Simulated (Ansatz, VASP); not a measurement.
## Al2Cu: VASP beside Ansatz

The input INCAR:

```
PREC = Accurate
ENCUT = 520
EDIFF = 1E-6
ISMEAR = 0
SIGMA = 0.15
LREAL = False
LASPH = True
NELM = 100
ALGO = Fast
ISIF = 2
LWAVE = False
LCHARG = False
GGA = PE
NBANDS = 16
```

Contents of KPOINTS:

```
regular mesh
0
Gamma
  10 10 14
```

The input POSCAR:

```
Al2Cu
1.0
    4.2311976689      0.0000000000      0.0000000000
    0.0000000000      4.2311976689      0.0000000000
    0.0000000000      0.0000000000      2.8847334069
Al Cu
2 1
Direct
    0.5000000000      0.0019538196      0.5000000000
    0.0000000000      0.4913859260      0.5000000000
    0.0000000000      0.0028279343      0.0000000000
```

Input for Ansatz:

```yaml
crystal:
  lattice:
    - [4.2311976689, 0.0, 0.0]
    - [0.0, 4.2311976689, 0.0]
    - [0.0, 0.0, 2.8847334069]
  atoms:
    - { symbol: Al, position: [0.5, 0.0019538196, 0.5] }
    - { symbol: Al, position: [0.0, 0.491385926, 0.5] }
    - { symbol: Cu, position: [0.0, 0.0028279343, 0.0] }
basis:
  ecutwfc: 520.0
kpoints:
  mp_grid: { grid: [10, 10, 14] }
hamiltonian:
  xc: pbe
  pseudopotentials: { kind: paw, azcp: { folder: soft_1 } }
scf:
  occupations: { method: gaussian, width: 0.15 }
output:
  forces: true
  stress: true
  eigenvalues: true
```

Change from the starting cell: mode 9 frozen in at -0.035 Å, equal normal strain along x and y +0.0267.

Alike in both runs: task single point; functional PBE; k mesh 10 × 10 × 14; occupations gaussian, width 0.15 eV; no spin polarisation.

|  | VASP | Ansatz |
| --- | --- | --- |
| version | VASP 6.6.1 | Ansatz 0.2.0 |
| potentials or method | VASP PAW PBE potentials, release 64 (Al, Cu) | scalar-relativistic, plane waves, PAW |
| plane-wave cutoff (eV) | 520 | 520 |
| valence electrons in the cell | 17 | 25 |

|  | VASP | Ansatz | Ansatz less VASP |
| --- | --- | --- | --- |
| gap on the k mesh at the Fermi level (eV) | none | none | - |
| pressure (GPa) | -4.3 | -3.9 | +0.42 |
| largest component of the traceless stress (GPa) | 0.70 | 0.72 | +0.025 |
| rms of the force components (eV/Å) | 0.144 | 0.143 | -0.0010 |

Atom by atom the forces differ by 0.001 eV/Å (rms over components). A gap of «none» marks a metal or a gap that the smearing closes. With one functional, cell and mesh, what is left measures potentials, basis and numerics. The two sets of potentials don't hold the same shells in valence.
